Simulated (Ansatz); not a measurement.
# Nickel, simple cubic under PBE: structure, energy and stiffness

What does PBE give for nickel in the simple cubic structure? We relax it, solve it on a dense k-mesh, switch on spin-orbit coupling, then scale the cell to 7 volumes from 88 to 112 % of the relaxed one and try a fit of the equation of state. The start is antiferromagnetic (G-type). The k-meshes are 12×12×12 for the relaxation; 19×19×19 for the dense run; 12×12×12 for spin-orbit coupling; 19×19×19 for the volumes.

This is Ni in the simple cubic structure; at room conditions it is fcc.

Method: DFT PBE, plane waves (420 eV) with PAW, scalar-relativistic, in Ansatz 0.2.0.

## 1. The system as given

The structure is cubic, space group Pm-3m (No. 221). Conventional cell: a = 2.278 Å, b = 2.278 Å, c = 2.278 Å, α = 90.00°, β = 90.00°, γ = 90.00°. Ni (site symmetry m-3m) is surrounded by 6 Ni at 2.28 Å.

As a file:

```
Ni
1.0
     0.00000    2.27759    2.27759
     2.27759    0.00000    2.27759
     2.27759    2.27759    0.00000
Ni
2
Direct
  0.00000 0.00000 0.00000
  0.50000 0.50000 0.50000
```

The atoms start with moments of +0.8, -0.8 μB.

## 2. Relaxing cell and atoms

input.yaml

```yaml
crystal:
  lattice:
    - [0.0, 2.2775907947, 2.2775907947]
    - [2.2775907947, 0.0, 2.2775907947]
    - [2.2775907947, 2.2775907947, 0.0]
  atoms:
    - { symbol: Ni, position: [0.0, 0.0, 0.0], spin: 0.8 }
    - { symbol: Ni, position: [0.5, 0.5, 0.5], spin: -0.8 }
hamiltonian:
  xc: pbe
  pseudopotentials:
    kind: paw
    azcp:
      Ni: "pseudopotentials/Ni.paw.azcp"
basis:
  ecutwfc: 420
  fft_grid_basis: typed
kpoints:
  mp_grid: { grid: [12, 12, 12], shift: [0, 0, 0] }
magnetization:
  spin_polarized: true
scf:
  occupations: { method: fermi_dirac, width: 0.05 }
relax:
  max_steps: 60
  f_tol: 0.01
  cell: {}
```

Further steps of the session: The energy on a finer k-mesh; Spin-orbit coupling switched on; Volume × 0.88; Volume × 0.92; Volume × 0.96; Volume × 1.0; Volume × 1.04; Volume × 1.08; Volume × 1.12.

What does the calculation give? Wanted: space group; conventional cell; volume; shortest distance; gap on the mesh; magnetic state; relative to fcc, ferromagnetic; magnetic state with spin-orbit coupling; V₀, B₀, B₀′.

As calculated:

| quantity | value |
| --- | --- |
| space group (spins left aside) | Pm-3m (No. 221) |
| conventional cell | a = 2.324 Å |
| volume | 12.554 Å³/atom |
| shortest distance | 2.324 Å |
| gap on the mesh | none (levels filled in part) |
| magnetic state | ferromagnetic, up to 0.57 μB per atom |
| relative to fcc, ferromagnetic | +710 meV/atom |
| magnetic state with spin-orbit coupling | ferromagnetic, up to 0.54 μB per atom |
| V₀, B₀, B₀′ | 12.628 Å³/atom, 138 GPa, 5.3 |

**Reading.** From the guessed start the volume grew by 6.3 % in 5 steps. Against the reference form of nickel (fcc, ferromagnetic, computed apart with the same settings) it stands 710 meV/atom higher, so it is far from stable. The final state is ferromagnetic (largest moment 0.57 μB). That is not the order it started in. No gap shows: it is a metal or semimetal at this level. In the spin-orbit run the largest spin moment goes from 0.57 to 0.54 μB; mesh and site projection of the two kinds of run can differ, so the change can't be laid on spin-orbit coupling. The total energy of the spin-orbit run lies -0.31 eV/atom from the scalar one, but the two kinds of run don't share a zero of energy: only differences within one kind count. The fitted modulus is 138 GPa. The symmetry was held, so the structure may be unstable against distortions that break it.
